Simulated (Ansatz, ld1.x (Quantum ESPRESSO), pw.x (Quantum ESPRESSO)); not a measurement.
Equation-of-state test of one RRKJ potential (beryllium (Be))

Be, norm-conserving RRKJ (Kleinman–Bylander form), made with ld1.x (Quantum ESPRESSO) 7.5 (PBE, scalar-relativistic). Core [He], reference 2s2 2p0. Waves: 2p (bound, empty): rc 3.80 bohr; 3d channel at 0.25 Ry: rc 3.05 bohr; 2s (bound): rc 1.75 bohr. Local part: the s channel. Core correction: Bessel-smoothed model core inside 0.95 bohr.

Crystal test: bcc Be in pw.x 7.5, no spin, 18³ k-points, Fermi–Dirac smearing 0.01 Ry, cutoffs 50/200 Ry. The reference is all-electron LAPW (Ansatz 0.2.0) with the same functional, mesh and smearing; V0 and B0 come from Birch–Murnaghan fits to the pressures at five volumes. Errors are pseudo minus all-electron; Δ is the rms difference of the E(V) curves that follow from these fits, minima aligned, over ±6 % about the mean V0. Mesh and smearing are coarse, so the numbers serve the comparison and aren't converged zero-temperature values; the lattice is a test structure that the element need not adopt.

All-electron: a0 = 2.501 Å (V0 = 7.82 Å³/atom), B0 = 122.0 GPa.

**Question.** How far does the potential miss the all-electron equation of state?

**Answer.** mean pressure error (GPa): -42.85. The pressure does not cross zero within the volumes sampled, so no fit is given. The largest radius (3.80 bohr) exceeds half the bond length (2.05 bohr), so the spheres overlap, which is one possible source of error among others. This is a poor potential for the solid. The pseudo pressure rises with volume over the whole range, a mechanical instability.

```json
{"V (Å³/atom)": "7.430", "P all-electron (GPa)": "6.89", "P pseudo (GPa)": "-43.60"}
{"V (Å³/atom)": "7.625", "P all-electron (GPa)": "3.27", "P pseudo (GPa)": "-43.04"}
{"V (Å³/atom)": "7.821", "P all-electron (GPa)": "0.04", "P pseudo (GPa)": "-42.46"}
{"V (Å³/atom)": "8.017", "P all-electron (GPa)": "-2.85", "P pseudo (GPa)": "-41.89"}
{"V (Å³/atom)": "8.212", "P all-electron (GPa)": "-5.43", "P pseudo (GPa)": "-41.34"}
```

**Question.** At the middle volume, how do free energy and pressure move when the wave cutoff is lowered (ecutrho kept at four times it)?

**Answer.**

| cutoff (Ry) | shift of F (meV/atom) | shift of P (GPa) |
| --- | --- | --- |
| 22 | +3.4 | -0.16 |
| 30 | +1.3 | -0.25 |
| 40 | -0.7 | -0.12 |

Input at the middle volume:

```
&control
  calculation='scf', prefix='x', pseudo_dir='./', outdir='./tmp', tstress=.true., disk_io='none'
/
&system
  ibrav=0, nat=1, ntyp=1, ecutwfc=50, ecutrho=200, nbnd=8,
  occupations='smearing', smearing='fd', degauss=0.01
/
&electrons
  conv_thr=1e-09, mixing_beta=0.4, electron_maxstep=70
/
ATOMIC_SPECIES
Be 1.0 Be.UPF
CELL_PARAMETERS angstrom
  -1.25045317 1.25045317 1.25045317
  1.25045317 -1.25045317 1.25045317
  1.25045317 1.25045317 -1.25045317
ATOMIC_POSITIONS crystal
Be 0.0000 0.0000 0.0000
K_POINTS automatic
18 18 18 0 0 0
```

```bash
pw.x < Be.scf.in > Be.scf.out
```

Lines of the output:

```
Message from routine setup:
     using ibrav=0 with symmetry is DISCOURAGED, use correct ibrav instead
     lattice parameter (alat)  =       4.0929  a.u.
     unit-cell volume          =      52.7787 (a.u.)^3
     number of electrons       =         2.00
     number of Kohn-Sham states=            8
     kinetic-energy cutoff     =      50.0000  Ry
     charge density cutoff     =     200.0000  Ry
     scf convergence threshold =      1.0E-09
     Exchange-correlation= PBE
     number of k points=   195  Fermi-Dirac smearing, width (Ry)=  0.0100
     iteration #  1     ecut=    50.00 Ry     beta= 0.40
     total energy              =      -3.36467219 Ry
     estimated scf accuracy    <       0.00315834 Ry
     iteration #  2     ecut=    50.00 Ry     beta= 0.40
     total energy              =      -3.36419800 Ry
     estimated scf accuracy    <       0.00109960 Ry
     iteration #  3     ecut=    50.00 Ry     beta= 0.40
     total energy              =      -3.36420915 Ry
     estimated scf accuracy    <       0.00000014 Ry
     iteration #  4     ecut=    50.00 Ry     beta= 0.40
     total energy              =      -3.36420927 Ry
     estimated scf accuracy    <          1.9E-09 Ry
     iteration #  5     ecut=    50.00 Ry     beta= 0.40
     the Fermi energy is     8.5092 ev
!    total energy              =      -3.36420927 Ry
     estimated scf accuracy    <          7.7E-10 Ry
     smearing contrib. (-TS)   =      -0.00054019 Ry
     The total energy is F=E-TS. E is the sum of the following terms:
     one-electron contribution =       1.98042504 Ry
     hartree contribution      =       0.00692900 Ry
     xc contribution           =      -2.27086071 Ry
     ewald contribution        =      -3.08016240 Ry
     convergence has been achieved in   5 iterations
          total   stress  (Ry/bohr**3)                   (kbar)     P=     -424.57
     Message from routine punch:
     Nothing written, as per user request (disk_io='none')
```

The run at the middle volume (195 k-points, 5 iterations) took about 3.1 s on one core of a shared host (Neoverse-V1, 32 threads, 247 GiB, load 27).
